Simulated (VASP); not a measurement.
# PtSe2 (P-3m1) in VASP: single point with LDA

Aim: the single point of PtSe2 with LDA.

Program: VASP 6.6.1. These are calculated values, not measurements. Logs are shortened: lines on timing, memory, paths and dates and some standing lists are left out, and cuts for length are marked.

## 1. Starting point

Symmetry: P-3m1, No. 164, trigonal system. The conventional cell has a = 3.724 Å, b = 3.724 Å, c = 5.062 Å, α = 90.00°, β = 90.00°, γ = 120.00°. Around Pt (site symmetry -3m) lie 6 Se at 2.49 Å. Se (site symmetry 3m) has 3 Pt at 2.49 Å as nearest neighbours.

## 2. Single point, LDA

File INCAR:

```
SYSTEM = PtSe2
ALGO = Fast ; EDIFF = 1E-6
ENCUT = 520 ; GGA = CA
ISIF = 2 ; ISMEAR = 0
LASPH = .TRUE. ; LCHARG = .FALSE.
LREAL = .FALSE. ; LWAVE = .FALSE.
NBANDS = 18 ; NELM = 100
PREC = Accurate ; SIGMA = 0.15
```

File KPOINTS:

```
k-points
0
G
  15 15 10
  0 0 0
```

File POSCAR:

```
PtSe2
1.0
    3.7240006046      0.0000000000      0.0000000000
   -1.8620003023      3.2250791273      0.0000000000
    0.0000000000      0.0000000000      5.0620000000
Pt Se
1 2
Direct
    0.0000000000      0.0000000000      0.0000000000
    0.3333333333      0.6666666667      0.2500000000
    0.6666666667      0.3333333333      0.7500000000
```

Potentials or basis: VASP PAW LDA potentials, release 64 (Pt, Se).

Started as:

```bash
$ cat potpaw_LDA.64/Pt/POTCAR potpaw_LDA.64/Se/POTCAR > POTCAR
$ mpirun -np 1 vasp_std > vasp.out
```

OUTCAR:

```text
SYSTEM = PtSe2
   EDIFF = 1E-6
   ENCUT = 520
   GGA = CA
   ISIF = 2
   ISMEAR = 0
   LASPH = .TRUE.
   LREAL = .FALSE.
   NELM = 100
   PREC = Accurate

 ion  position               nearest neighbor table
   1  0.000  0.000  0.000-   2 2.49   3 2.49   3 2.49   2 2.49   3 2.49   2 2.49
   2  0.333  0.667  0.250-   1 2.49   1 2.49   1 2.49
   3  0.667  0.333  0.750-   1 2.49   1 2.49   1 2.49

  LATTYP: Found a hexagonal cell.
 ALAT       =     3.7240006046
 C/A-ratio  =     1.3592908642

  Lattice vectors:

 A1 = (   3.7240006046,   0.0000000000,   0.0000000000)
 A2 = (  -1.8620003023,   3.2250791273,   0.0000000000)
 A3 = (   0.0000000000,   0.0000000000,   5.0620000000)

Analysis of symmetry for initial positions (statically):
=====================================================================
 Subroutine PRICEL returns:
 Original cell was already a primitive cell.

 Routine SETGRP: Setting up the symmetry group for a
 hexagonal supercell.

 Subroutine GETGRP returns: Found 12 space group operations
 (whereof 12 operations were pure point group operations)
 out of a pool of 24 trial point group operations.

The static configuration has the point symmetry D_3d.

Analysis of symmetry for dynamics (positions and initial velocities):
=====================================================================
 Subroutine PRICEL returns:
 Original cell was already a primitive cell.

 Routine SETGRP: Setting up the symmetry group for a
 hexagonal supercell.

 Subroutine GETGRP returns: Found 12 space group operations
 (whereof 12 operations were pure point group operations)
 out of a pool of 24 trial point group operations.

The dynamic configuration has the point symmetry D_3d.

 Subroutine INISYM returns: Found 12 space group operations
 (whereof 12 operations are pure point group operations),
 and found     1 'primitive' translations

----------------------------------------------------------------------------------------

                                     Primitive cell

  volume of cell :      60.7956

  direct lattice vectors                    reciprocal lattice vectors
     3.724000605  0.000000000  0.000000000     0.268528420  0.155034956  0.000000000
    -1.862000302  3.225079127  0.000000000     0.000000000  0.310069912  0.000000000
[... 86 lines left out ...]
   NELM   =    100;   NELMIN=  2; NELMDL= -5     # of ELM steps
   EDIFF  = 0.1E-05   stopping-criterion for ELM
   LREAL  =      F    real-space projection
   EDIFFG = 0.1E-04   stopping-criterion for IOM
   NSW    =      0    number of steps for IOM
   IBRION =     -1    ionic relax: 0-MD 1-quasi-New 2-CG
   NFREE  =      0    steps in history (QN), initial steepest desc. (CG)
   ISIF   =      2    stress and relaxation
   ISYM   =      2    0-nonsym 1-usesym 2-fastsym
   POTIM  = 0.5000    time-step for ionic-motion
   TEBEG  =    0.0;   TEEND  =   0.0 temperature during run
   PSTRESS=    0.0 pullay stress
   NELECT =      22.0000    total number of electrons
   NUPDOWN=      -1.0000    fix difference up-down
   EMIN   =  10.00;   EMAX   =-10.00  energy-range for DOS
   EFERMI =   0.00;   METHOD = LEGACY
   ISMEAR =     0;   SIGMA  =   0.15  broadening in eV -4-tet -1-fermi 0-gaus
   EFERMI_NEDOS =   21; number of points for ismear=-14 and -15
   IALGO  =     68    algorithm
   IMIX   =      4    mixing-type and parameters
     AMIX     =   0.40;   BMIX     =  1.00
     AMIX_MAG =   1.60;   BMIX_MAG =  1.00
  volume/ion in A,a.u.               =      20.27       136.76
  Fermi-wavevector in a.u.,A,eV,Ry     =   1.166608  2.204570 18.517180  1.360974
  Thomas-Fermi vector in A             =   2.303119
   LORBIT       =      0    0 simple, 1 ext, 2 COOP (PROOUT), +10 PAW based schemes
   GGA     = CA    functional components
   LHFCALC =     F    Hartree Fock is set to
   AEXX    =    0.0000 exact exchange contribution
   IVDW    =     0    specifies the selected vdW correction
   LEPSILON=     F    determine dielectric tensor
   LRPA    =     F    only Hartree local field effects (RPA)
 non-spin polarized calculation
 RMM-DIIS sequential band-by-band and
 Gauss-broadening in eV      SIGMA  =   0.15
  energy-cutoff  :      520.00
  volume of cell :       60.80
 maximum number of plane-waves:      1655
   NGX = 13   NGY = 13   NGZ = 19

 number of electron      21.9999998 magnetization

 Free energy of the ion-electron system (eV)
  ---------------------------------------------------
  ext. energy  EPLUGINS =         0.00000000
  ---------------------------------------------------
  free energy    TOTEN  =       -17.06297878 eV

  energy without entropy =      -17.05545079  energy(sigma->0) =      -17.05921479

 E-fermi :   6.4832     XC(G=0): -10.8994

 val. band max:        6.4825775118   @ k =   0.0000   0.3333   0.3000
 cond. band min:       6.5130372751   @ k =  -0.0667   0.3333   0.2000
 fundamental gap:      0.0304597633
 Fermi energy:         6.4832058130

 k-point     1 :       0.0000    0.0000    0.0000
  band No.  band energies     occupation
      1      -9.2150      2.00000
      2      -6.3914      2.00000
      3      -0.6991      2.00000
      4       0.0019      2.00000
      5       0.0019      2.00000
      6       2.4893      2.00000
[... 481 lines left out ...]
      5       0.9526      2.00000
      6       1.5384      2.00000
[... 10 lines left out ...]
     17      15.7505      0.00000
     18      16.4307      0.00000

 [... further k-points ...]

------------------------ aborting loop because EDIFF is reached ----------------------------------------

  FORCE on cell =-STRESS in cart. coord.  units (eV):
  Direction    XX          YY          ZZ          XY          YZ          ZX
  --------------------------------------------------------------------------------------
  -------------------------------------------------------------------------------------
  Total        0.1541682      0.1541682     -0.3407948      0.0000000     -0.0000000      0.0000000
  in kB        4.0628721      4.0628721     -8.9811362      0.0000000     -0.0000000      0.0000000
  external PRESSURE =      -0.2851307 kB  Pullay stress =       0.0000000 kB

 VOLUME and BASIS-vectors are now :
 -----------------------------------------------------------------------------
  energy-cutoff  :      520.00
  volume of cell :       60.80
      direct lattice vectors                 reciprocal lattice vectors
     3.724000605  0.000000000  0.000000000     0.268528420  0.155034956  0.000000000
    -1.862000302  3.225079127  0.000000000     0.000000000  0.310069912  0.000000000
     0.000000000  0.000000000  5.062000000     0.000000000  0.000000000  0.197550375

 POSITION                                       TOTAL-FORCE (eV/Angst)
 -----------------------------------------------------------------------------------
      0.00000      0.00000      0.00000        -0.000000      0.000000     -0.000000
     -0.00000      2.15005      1.26550         0.000000     -0.000000      0.213584
      1.86200      1.07503      3.79650        -0.000000      0.000000     -0.213584
 -----------------------------------------------------------------------------------
    total drift:                               -0.000000     -0.000000     -0.000000

  FREE ENERGIE OF THE ION-ELECTRON SYSTEM (eV)
  ---------------------------------------------------
  free  energy   TOTEN  =       -17.0629787774 eV

  energy  without entropy=      -17.0554507949  energy(sigma->0) =      -17.05921479
```

Run time: 83 s. Hardware: 1 thread of Intel Xeon 6975P-C (Granite Rapids), shared host; peak memory 0.36 GiB.

Results:

```yaml
Free_energy: -17.0630 eV
Pressure: 0.0 GPa
Largest_force: 0.214 eV/Å
Band_gap_on_the_k_mesh: none (metal or under the smearing width)
```

Forces on the atoms (eV/Å):
```
Pt   0.000  0.000  0.000
Se   0.000  0.000  0.214
Se   0.000  0.000 -0.214
```

Levels at points of the mesh, in eV from the Fermi level:
| k point | band 8 | band 9 | band 10 | band 11 | band 12 | band 13 | band 14 | band 15 |
| --- | --- | --- | --- | --- | --- | --- | --- | --- |
| (0.00, 0.00, 0.00) | -2.54 | -1.03 | -1.03 | 0.43 | 1.48 | 1.48 | 3.54 | 4.07 |
| (0.00, 0.00, 0.50) | -2.98 | -1.67 | -1.47 | -1.47 | 2.32 | 2.32 | 4.75 | 6.25 |

The run has no spin-orbit coupling, so splittings on Pt are missing.
